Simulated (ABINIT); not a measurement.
Runs of ABINIT 10.8.3 (patched build) on PbSe (Clausthalite). It takes space group Fm-3m (No. 225, cubic). The conventional cell has a = 6.121 Å, b = 6.121 Å, c = 6.121 Å, α = 90.00°, β = 90.00°, γ = 90.00°. Pb (site symmetry m-3m) is surrounded by 6 Se at 3.06 Å. Around Se (site symmetry m-3m) lie 6 Pb at 3.06 Å. 

```tsv
task	level	potentials or basis	k mesh	cutoff (eV)	smearing	cutoff of the screening (Ha)	bands in the sums	wave-function cutoff in the screening (Ha)	frequency treatment	imaginary frequencies	mesh quality	gap on the mesh (eV)	pressure (GPa)
single point	PBE	SPMS NC PBE v1.0	6 × 6 × 6	844	fermi-dirac 0.05 eV	-	-	-	-	-	not flagged	0.30	2.3
single point	LDA	PseudoDojo NC SR LDA v0.4 stringent	6 × 6 × 6	1306	fermi-dirac 0.05 eV	-	-	-	-	-	not flagged	(a)	-3.2
one-shot levels of the hybrid B3LYP	PBE	PseudoDojo NC SR PBE v0.4.1 standard	6 × 6 × 6	1061	fixed	-	23	-	-	-	not flagged	0.30	-
single point	LDA	JTH PAW LDA v2.0 sp	6 × 6 × 6	272	fermi-dirac 0.05 eV	-	-	-	-	-	not flagged	(b)	-2.1
effective masses	PBEsol	PseudoDojo NC SR PBEsol v0.4.1 standard	6 × 6 × 6	1061	fixed	-	-	-	-	-	not flagged	-	-0.8
effective masses	LDA	JTH PAW LDA v2.0 sp	6 × 6 × 6	272	fixed	-	-	-	-	-	not flagged	-	-2.1
```

Alike in all rows: no spin polarisation; cell as given.

Q: Estimate the missing entries.

A: (a) 0.19; (b) 0.20.

Caveats: spin-orbit coupling is left out, which as a rule narrows the gap of such compounds by several tenths of an eV (some runs); this set keeps more shells in the core, which shifts pressures and gaps (some runs).

A k mesh can miss the band edges, and the runs leave out spin-orbit coupling on Pb, Se.

Not every run made on this cell is shown here.
